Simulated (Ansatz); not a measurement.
## Convergence of HfC

```
Hf C
1.0
     0.00000    2.32500    2.32500
     2.32500    0.00000    2.32500
     2.32500    2.32500    0.00000
Hf C
1 1
Direct
  0.50000 0.50000 0.50000
  0.00000 0.00000 0.00000
```

Atoms are numbered in the order listed.

The conventional cell has a = 4.650 Å, b = 4.650 Å, c = 4.650 Å, α = 90.00°, β = 90.00°, γ = 90.00°. Hf (atom 1) is surrounded by 6 C at 2.33 Å. C (atom 2) has 6 Hf at 2.33 Å as nearest neighbours.

The cell is COD entry 1539502, as deposited and not checked against the literature; nothing was relaxed.

Spin–orbit coupling is left out, though it moves levels of the heavy atoms by tenths of an eV or more.

Level of theory: DFT, PBE, all-electron LAPW, scalar-relativistic in Ansatz 0.2.0.

Settings: a Γ-centred 15×15×15 k mesh, Fermi–Dirac smearing of 0.05 eV, basis error target 1 meV/atom, no spin polarisation. One setting is then changed at a time.

```
                   filling  energy at zero smearing less the base's (meV/atom)  P (GPa)  cutoff chosen (eV)
Fermi–Dirac 0.05 eV (base)                                                 0.0     0.25                 303
               tetrahedron                                                -0.6        –                 303
              cold 0.15 eV                                                 0.0     0.26                 303
           Gaussian 0.2 eV                                                -0.3     0.26                 303
       Fermi–Dirac 0.01 eV                                                 0.2     0.22                 303
       Fermi–Dirac 0.15 eV                                                -0.2     0.28                 303
```
